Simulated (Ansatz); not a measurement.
The elements of this relaxed trial crystal are hidden behind letters.

```
lattice vectors (Å)
  -1.7634    1.7634    4.2602
   1.7634   -1.7634    4.2602
   1.7634    1.7634   -4.2602
fractional positions
X 0.0000 0.0000 0.0000
X 0.7500 0.2500 0.5000
Z 0.7922 0.7922 0.0000
Z 0.9578 0.4578 0.5000
Z 0.5422 0.0422 0.5000
Z 0.2078 0.2078 0.0000
```

Theory: DFT PBE, scalar-relativistic, plane waves, PAW in Ansatz. Settings of the last relaxation (6-atom cell): 420 eV, 10×10×10 k points, Gaussian smearing of 0.02 eV, no spin polarisation.

| Property | Result |
| --- | --- |
| Space group | I4_1/amd (No. 141) |
| Conventional cell | a = 3.527 Å, c = 8.520 Å |
| Volume per atom | 8.83 Å³ |
| Density | 3.77 g/cm³ |
| Formation energy | −2.543 eV/atom |
| Gap on the 10×10×10 mesh of the 6-atom cell | 5.80 eV |

Energies are uncorrected and count from the elements' standard states at the same level.

Q: X is a p-block element of period 3 and Z is a p-block element of period 2. Which elements are they?

A: X = Si, Z = O, so the formula is SiO2, here in the anatase type. Density times volume gives a mean mass of 3.77 × 8.83/1.6605 = 20.0 u per atom, and this set has 20.0 u. Si is surrounded by 6 O at 1.77–1.80 Å; O has 3 Si at 1.77–1.80 Å. Other sets within the hints have nearly the same mass, so mass alone doesn't settle it; this one was computed.

Kohn–Sham gaps at this level usually fall short of measured ones. A later test with randomly moved atoms came back to the same energy, though modes that don't fit the test's cell weren't probed. Another cell of SiO2 relaxed alike, in P6_422, lies 230 meV/atom lower, so this cell isn't the stable form at this level.
